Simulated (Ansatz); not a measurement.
**WS2 (3R-MoS2 type) under strain**

WS2, 3R-MoS2 type, relaxed with r2SCAN+rVV10 in the plane-wave code Ansatz. It is trigonal, R3m (No. 160); conventional cell a = 3.172 Å, c = 18.712 Å, 18.11 Å³ an atom. Around W lie 6 S at 2.41 Å; around S lie 3 W at 2.41 Å.

The axes x, y and z are those of this cell:
```xyz
3
Lattice="1.5859 0.9156 6.2375 -1.5859 0.9156 6.2375 0.0000 -1.8312 6.2375" Properties=species:S:1:pos:R:3 pbc="T T T"
W     0.0000    0.0000   -0.0002
S     0.0000    0.0000    7.7993
S     0.0000    0.0000    4.6759
```

Unstrained: The PBE gap is indirect, 1.069 eV (T to Γ–S₀ (0.52 of the way from Γ)), below the direct gap of 1.848 eV at k = (-0.163, 0.163, -1/2). With r2SCAN the valence top lies at T and the conduction bottom at Γ–S₀ (0.52 of the way from Γ), 1.180 eV higher; the smallest vertical gap, at k = (-0.163, 0.163, -1/2), is 1.971 eV. With HSE06 the valence top lies at T and the conduction bottom at Γ–S₀ (0.52 of the way from Γ), 1.602 eV higher; the smallest vertical gap, at k = (1/6, -1/2, -1/6), is 2.329 eV. Meshes: PBE 10×10×10, r2SCAN 10×10×10, HSE06 6×6×6. Strains are changes of length per length, and xy shears are angles. After each strain the atoms were relaxed again with r2SCAN+rVV10 within the symmetry that the strain leaves, so tilts or polar shifts that break it weren't tested; points keep the names that they have in the unstrained zone. The values are computed, spin-unpolarised, and not measurements.

Changes of the least gap in eV (an overlap counts as a negative gap):

| strain | volume change (%) | space group | PBE | r2SCAN | HSE06 |
| --- | --- | --- | --- | --- | --- |
| isotropic +4.0 % on every length | +12.5 | R3m | -0.524 | -0.581 | -0.668 |
| uniaxial -3.0 % along x | -3.0 | Cm | +0.001 | +0.008 | +0.009 |
| isotropic +1.5 % on every length | +4.6 | R3m | -0.140 | -0.182 | -0.241 |
| xy shear, engineering strain (angle) -4.0 % | 0.0 | P1 | -0.009 | -0.008 | -0.005 |
| uniaxial -2.0 % along z | -2.0 | R3m | -0.097 | -0.100 | -0.109 |

Isotropic +4.0 % on every length. HSE06: the gap goes from 1.602 to 0.934 eV (-0.668 eV); the edges go from T → Γ–S₀ (0.52) to T → (1/6, 1/2, -1/6). Stress change with PBE, compression positive: xx -10.42, yy -10.42, zz -2.27 GPa.

Uniaxial -3.0 % along x, other directions held. HSE06: the gap goes from 1.602 to 1.611 eV (+0.009 eV). Stress change with PBE, compression positive: xx +8.35, yy +1.79, zz +0.71, yz +0.11 GPa.

Isotropic +1.5 % on every length. HSE06: the gap goes from 1.602 to 1.361 eV (-0.241 eV); the edges go from T → Γ–S₀ (0.52) to T → (0.164, 0.497, -0.169). Stress change with PBE, compression positive: xx -4.44, yy -4.44, zz -1.11 GPa.

Xy shear, engineering strain (angle) -4.0 %. HSE06: the gap goes from 1.602 to 1.597 eV (-0.005 eV); the edges go from T → Γ–S₀ (0.52) to T → (0.180, 0, -0.174). Stress change with PBE, compression positive: xx +0.14, yy +0.40, zz -0.02, xy +3.74, xz +0.13 GPa.

Uniaxial -2.0 % along z, other directions held. HSE06: the gap goes from 1.602 to 1.493 eV (-0.109 eV). Stress change with PBE, compression positive: xx +0.35, yy +0.35, zz +1.05 GPa.

Spin-orbit coupling is left out, which matters wherever the heavy atoms make up the band edges.

Where an edge lies off the special points, it is a point of the mesh or the k point where a search put PBE's edge or least direct gap, reused for the other functionals, whose own edges may lie a little apart.

Coordinates of k points refer to the reciprocal vectors of the primitive cell of the runs.
